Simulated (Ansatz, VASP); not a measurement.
# Al: VASP beside Ansatz

File INCAR:

```
ALGO     = Normal         # electronic algorithm
EDIFF    = 1E-6           # SCF threshold, eV
ENCUT    = 520            # plane-wave cutoff, eV
GGA      = PE             # functional
ISIF     = 2              # what is computed and relaxed
ISMEAR   = -1             # smearing method
LASPH    = T              # aspherical terms in the spheres
LCHARG   = F              # write CHGCAR
LREAL    = F              # projectors in reciprocal space
LWAVE    = F              # write WAVECAR
NBANDS   = 8              # bands
NELM     = 60             # most SCF steps
PREC     = Accurate       # precision mode
SIGMA    = 0.08           # smearing width, eV
```

KPOINTS

```
k-points
0
Gamma
  16 16 16
```

POSCAR

```
Al
1.0
    2.0861461376      0.0000000000      0.0000000000
    0.0000000000      2.0861461376      0.0000000000
    0.0000000000      0.0000000000      2.0861461376
Al
1
Direct
    0.0000000000      0.0000000000      0.0000000000
```

Input for Ansatz:

```yaml
crystal:
  lattice:
    - [2.0861461376, 0.0, 0.0]
    - [0.0, 2.0861461376, 0.0]
    - [0.0, 0.0, 2.0861461376]
  atoms:
    - { symbol: Al, position: [0.0, 0.0, 0.0] }
kpoints:
  mp_grid: { grid: [16, 16, 16] }
  band_path:
    path:
      - [0.0, 0.0, 0.0]
      - [0.0, 0.5, 0.0]
      - [0.5, 0.5, 0.0]
      - [0.0, 0.0, 0.0]
      - [0.5, 0.5, 0.5]
      - [0.0, 0.5, 0.0]
      - [0.5, 0.5, 0.5]
      - [0.5, 0.5, 0.0]
    npoints: 8
scf:
  occupations: { method: fermi_dirac, width: 0.08 }
hamiltonian:
  xc: pbe
  pseudopotentials: { kind: all_electron, lapw: { basis_error: 0.001 } }
output:
  forces: true
  stress: true
  eigenvalues: true
  populations: true
  dos: { projected: true, de: 0.2, e_range: [-14, 8] }
```

Change from the starting cell: volume scaled by 0.45, LAPW.

Alike in both runs: task single point; functional PBE; k mesh 16 × 16 × 16; occupations fermi-dirac, width 0.08 eV; no spin polarisation.

|  | VASP | Ansatz |
| --- | --- | --- |
| version | VASP 6.6.1 | Ansatz 0.2.0 |
| potentials or method | VASP PAW PBE potentials, release 64 (Al) | all-electron LAPW, scalar-relativistic |
| plane-wave cutoff (eV) | 520 | see its input |

|  | VASP | Ansatz | Ansatz less VASP |
| --- | --- | --- | --- |
| pressure (GPa) | 220.2 | 218.0 | -2.15 |

Ansatz ran all-electron here, so the differences hold the error of VASP's frozen core and of both bases.

Caveats: the cell as given lies far from equilibrium; so large a pressure means that the cell lies far from this level's equilibrium, or that cutoff or potentials fall short (VASP).
